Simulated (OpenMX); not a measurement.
# P: band structure with PBE

P:

```
P
1.0
     1.64774   -5.46504    0.00000
     1.64774    5.46504    0.00000
     0.00000    0.00000    4.54364
P
4
Direct
  0.90414 0.09586 0.58882
  0.09586 0.90414 0.41118
  0.59586 0.40414 0.08882
  0.40414 0.59586 0.91118
```

```
Program             : OpenMX 3.8.5
Task                : band structure
Functional          : PBE
Potentials or basis : OpenMX 2013 PBE set, P7.0-s2p2d1f1, grid cutoff 300 Ry
k mesh              : 7 × 7 × 5
Occupations         : fermi-dirac, width 0.05 eV
Spin                : no spin polarisation
Mixing scheme       : rmm-diisk
SCF threshold       : 1e-08 Ha
Solver              : band
Max SCF cycles      : 100
```

```
Pressure                : 3.4 GPa
Largest force           : 0.770 eV/Å
Band gap on the k mesh  : 0.27 eV, direct
Band gap along the path : 0.08 eV, direct
```

Forces on the atoms (eV/Å):
```
P    0.000  0.391 -0.663
P    0.000 -0.391  0.663
P    0.000 -0.391 -0.663
P    0.000  0.391  0.663
```

Levels at the corners of the path, in eV from the valence-band top:
| point | band 8 | band 9 | band 10 | band 11 | band 12 | band 13 |
| --- | --- | --- | --- | --- | --- | --- |
| Γ | -2.78 | -2.69 | -1.24 | 0.54 | 0.92 | 1.79 |
| X | -3.43 | -2.70 | -2.49 | 0.65 | 0.78 | 1.27 |
| S | -3.42 | -2.69 | -2.69 | 0.62 | 0.62 | 1.48 |
| R | -5.34 | -1.82 | -1.82 | 1.59 | 1.59 | 3.37 |
| A | -4.86 | -1.73 | -1.73 | 1.68 | 1.68 | 3.25 |
| Z | -3.41 | -1.70 | -1.70 | 1.35 | 1.35 | 2.82 |
| Γ | -2.78 | -2.69 | -1.24 | 0.54 | 0.92 | 1.79 |
| Y | -2.51 | -1.58 | 0.00 | 0.08 | 0.69 | 2.00 |
| X1 | -3.43 | -2.70 | -2.49 | 0.65 | 0.78 | 1.27 |
| A1 | -4.86 | -1.73 | -1.73 | 1.68 | 1.68 | 3.25 |
| T | -2.84 | -2.03 | -2.03 | 1.36 | 1.36 | 2.57 |
| Y|Z | -2.51 | -1.58 | 0.00 | 0.08 | 0.69 | 2.00 |
| T | -2.84 | -2.03 | -2.03 | 1.36 | 1.36 | 2.57 |

Wall time 100 s on 1 thread of Arm Neoverse V2, with other jobs on the host, peak memory 0.58 GiB.

Caveat: the mesh misses the band edges, which the band path finds closer together; the basis of atomic orbitals isn't converged, which shifts pressures, moduli and gaps. Expect the measured gap to be larger: semilocal functionals such as PBE lack the derivative discontinuity.
